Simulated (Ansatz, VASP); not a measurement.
# ZnS in VASP and in Ansatz

Contents of INCAR:

```
SYSTEM = ZnS
ALGO     = Normal         ! electronic algorithm
EDIFF    = 1E-8           ! SCF threshold, eV
ENCUT    = 520            ! plane-wave cutoff, eV
GGA      = PE             ! functional
ISIF     = 2              ! what is computed and relaxed
ISMEAR   = -1             ! smearing method
LASPH    = .TRUE.         ! aspherical terms in the spheres
LCHARG   = .FALSE.        ! write CHGCAR
LEFG     = .TRUE.       
LREAL    = .FALSE.        ! projectors in reciprocal space
LWAVE    = .FALSE.        ! write WAVECAR
NBANDS   = 16             ! bands
NELM     = 100            ! most SCF steps
PREC     = Accurate       ! precision mode
SIGMA    = 0.01           ! smearing width, eV
```

The input KPOINTS:

```
k-points
0
G
  8 8 8
  0 0 0
```

The input POSCAR:

```
ZnS
1.0
    0.0000000000      2.7489964065      2.7489964065
    2.7489964065      0.0000000000      2.7489964065
    2.7489964065      2.7489964065      0.0000000000
Zn S
1 1
Direct
    0.0000000000      0.0000000000      0.0000000000
    0.7500000000      0.7500000000      0.7500000000
```

Input for Ansatz:

```yaml
crystal:
  lattice:
    - [0.0, 2.7489964065, 2.7489964065]
    - [2.7489964065, 0.0, 2.7489964065]
    - [2.7489964065, 2.7489964065, 0.0]
  atoms:
    - { symbol: Zn, position: [0.0, 0.0, 0.0] }
    - { symbol: S, position: [0.75, 0.75, 0.75] }
kpoints:
  mp_grid: { grid: [8, 8, 8] }
scf:
  occupations: { method: fermi_dirac, width: 0.01 }
hamiltonian:
  xc: pbe
  pseudopotentials: { kind: paw }
output:
  forces: true
  stress: true
  eigenvalues: true
  efg: { contact_densities: true }
```

Change from the starting cell: volume scaled by 1.05, PAW files.

Alike in both runs: task electric field gradients; functional PBE; k mesh 8 × 8 × 8; occupations fermi-dirac, width 0.01 eV; no spin polarisation.

|  | VASP | Ansatz |
| --- | --- | --- |
| version | VASP 6.6.1 | Ansatz 0.2.0 |
| potentials or method | VASP PAW PBE potentials, release 64 (Zn, S) | PAW with Ansatz's default frozen-core files, scalar-relativistic |
| plane-wave cutoff (eV) | 520 | 420 |
| valence electrons in the cell | 18 | 18 |

```csv
,VASP,Ansatz,Ansatz less VASP
gap on the k mesh at the Fermi level (eV),1.89,1.89,-0.003
pressure (GPa),-1.8,-1.9,-0.13
Vzz of the field gradient on the site that differs most (V/Å²),0.0,0.0,-0.01
```

The functional is the same, so the differences come from potentials, cutoffs and numerics.
